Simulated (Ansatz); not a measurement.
# AlPt (P2_13): equation of state

How stiff is AlPt (P2_13)? Energies and pressures are computed at volumes on both sides of the relaxed cell and fitted.

Computed with Ansatz 0.2.0 (DFT r²SCAN, scalar-relativistic, plane waves, PAW, unless a step's input says otherwise).

## 1. The system as given

It takes space group P2_13 (No. 198, cubic). Conventional cell: a = 4.878 Å, b = 4.878 Å, c = 4.878 Å, α = 90.00°, β = 90.00°, γ = 90.00°. Around Al (site symmetry 3) lie 7 Pt at 2.60 to 2.63 Å. Pt (site symmetry 3) is surrounded by 7 Al at 2.60 to 2.63 Å.

Coordinates:

```cif
data_structure
_symmetry_space_group_name_H-M 'P 1'
_symmetry_Int_Tables_number 1
_cell_length_a 4.8782
_cell_length_b 4.8782
_cell_length_c 4.8782
_cell_angle_alpha 90.000
_cell_angle_beta 90.000
_cell_angle_gamma 90.000
_cell_volume 116.09
loop_
_atom_site_label
_atom_site_type_symbol
_atom_site_fract_x
_atom_site_fract_y
_atom_site_fract_z
_atom_site_occupancy
Al1 Al 0.84414 0.84414 0.84414 1
Al2 Al 0.65586 0.15586 0.34414 1
Al3 Al 0.34414 0.65586 0.15586 1
Al4 Al 0.15586 0.34414 0.65586 1
Pt1 Pt 0.15497 0.15497 0.15497 1
Pt2 Pt 0.34503 0.84503 0.65497 1
Pt3 Pt 0.65497 0.34503 0.84503 1
Pt4 Pt 0.84503 0.65497 0.34503 1
```

This cell comes from an earlier session at r²SCAN: 14.511 Å³/atom at -0.01 GPa, on a 8×8×8 mesh.

Volume factors to run: 0.980, 1.020, 0.960, 1.040.

## 2. At 0.980 of the relaxed volume

input.yaml

```yaml
crystal:
  lattice:
    - [4.8454621705, 0.0, 0.0]
    - [0.0, 4.8454621705, 0.0]
    - [0.0, 0.0, 4.8454621705]
  atoms:
    - { symbol: Al, position: [0.844140561, 0.844140561, 0.844140561] }
    - { symbol: Al, position: [0.655859439, 0.155859439, 0.344140561] }
    - { symbol: Al, position: [0.344140561, 0.655859439, 0.155859439] }
    - { symbol: Al, position: [0.155859439, 0.344140561, 0.655859439] }
    - { symbol: Pt, position: [0.1549655991, 0.1549655991, 0.1549655991] }
    - { symbol: Pt, position: [0.3450344009, 0.8450344009, 0.6549655991] }
    - { symbol: Pt, position: [0.6549655991, 0.3450344009, 0.8450344009] }
    - { symbol: Pt, position: [0.8450344009, 0.6549655991, 0.3450344009] }
basis:
  ecutwfc: 500
  ecutrho_ratio: 4
kpoints:
  mp_grid: { grid: [8, 8, 8] }
hamiltonian:
  xc: r2scan
scf:
  occupations: { method: gaussian, width: 0.05 }
output:
  forces: true
  stress: true
  eigenvalues: true
relax:
  f_tol: 0.01
  max_steps: 40
```

On the command line:

```bash
> ansatz run input.yaml --threads 4 --pin off --max-ram 10240MiB --backend cpu --events-out ev --progress --plain --runs-dir out
```

The runs that follow: At 1.020 of the relaxed volume; At 0.960 of the relaxed volume; Volume × 1.040.

Q: Predict the outcome of this session. Wanted: V0; B0; B0′; scatter of the fit.

As calculated:

```
          quantity           value
                V0  14.510 Å³/atom
                B0         203 GPa
               B0′             4.6
scatter of the fit  0.001 meV/atom
```

The fitted minimum lies at 14.51 Å³/atom, and the bulk modulus is 203 GPa, a stiff solid. One per cent of compression takes about 2.0 GPa. These are values at 0 K without zero-point motion. Spin–orbit coupling is left out, though the cell holds Pt; in elements this heavy it can shift levels and gaps by tenths of an eV.
